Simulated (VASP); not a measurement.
A run of VASP 6.6.1 is set up as follows.

The input INCAR:

```
SYSTEM = PbS
PREC     = Accurate       ! precision mode
ENCUT    = 520            ! plane-wave cutoff, eV
EDIFF    = 1E-7           ! SCF threshold, eV
ISMEAR   = 0              ! smearing method
SIGMA    = 0.02           ! smearing width, eV
LREAL    = .False.        ! projectors in reciprocal space
LASPH    = .True.         ! aspherical terms in the spheres
NELM     = 100            ! most SCF steps
ALGO     = Fast           ! electronic algorithm
ISIF     = 2              ! what is computed and relaxed
LWAVE    = .False.        ! write WAVECAR
LCHARG   = .False.        ! write CHGCAR
```

Contents of KPOINTS:

```
Automatic mesh
0
Gamma
  10 10 10
  0 0 0
```

POSCAR

```
PbS                                     
1.0
    0.0000000000      2.9247000561      2.9247000561
    2.9247000561      0.0000000000      2.9247000561
    2.9247000561      2.9247000561      0.0000000000
  Pb              S             
     1     1
Direct
     0.0000000000000000    0.0000000000000000    0.0000000000000000
     0.5000000000000000    0.5000000000000000    0.5000000000000000
```

The input KPOINTS_OPT:

```
path GXWKGLUWLK,UX
20
line-mode
reciprocal
 0.0000000000  0.0000000000  0.0000000000  G
 0.5000000000  0.0000000000  0.5000000000  X

 0.5000000000  0.0000000000  0.5000000000  X
 0.5000000000  0.2500000000  0.7500000000  W

 0.5000000000  0.2500000000  0.7500000000  W
 0.3750000000  0.3750000000  0.7500000000  K

 0.3750000000  0.3750000000  0.7500000000  K
 0.0000000000  0.0000000000  0.0000000000  G

 0.0000000000  0.0000000000  0.0000000000  G
 0.5000000000  0.5000000000  0.5000000000  L

 0.5000000000  0.5000000000  0.5000000000  L
 0.6250000000  0.2500000000  0.6250000000  U

 0.6250000000  0.2500000000  0.6250000000  U
 0.5000000000  0.2500000000  0.7500000000  W

 0.5000000000  0.2500000000  0.7500000000  W
 0.5000000000  0.5000000000  0.5000000000  L

 0.5000000000  0.5000000000  0.5000000000  L
 0.3750000000  0.3750000000  0.7500000000  K

 0.6250000000  0.2500000000  0.6250000000  U
 0.5000000000  0.0000000000  0.5000000000  X
```

Potentials or basis: VASP PAW LDA potentials, release 64 (Pb_d, S).

Command:

```bash
$ cat potpaw_LDA.64/Pb_d/POTCAR potpaw_LDA.64/S/POTCAR > POTCAR
$ mpirun -np 1 vasp_std > vasp.out
```

(1) Estimate the pressure.

(2) Predict the band gap on the k mesh.

(3) Predict the band gap along the path.

Results:

(1) -0.1 GPa.

(2) 0.05 eV, direct.

(3) 0.05 eV, direct.

Caveat: spin-orbit coupling is left out, which as a rule narrows the gap of such compounds by several tenths of an eV.
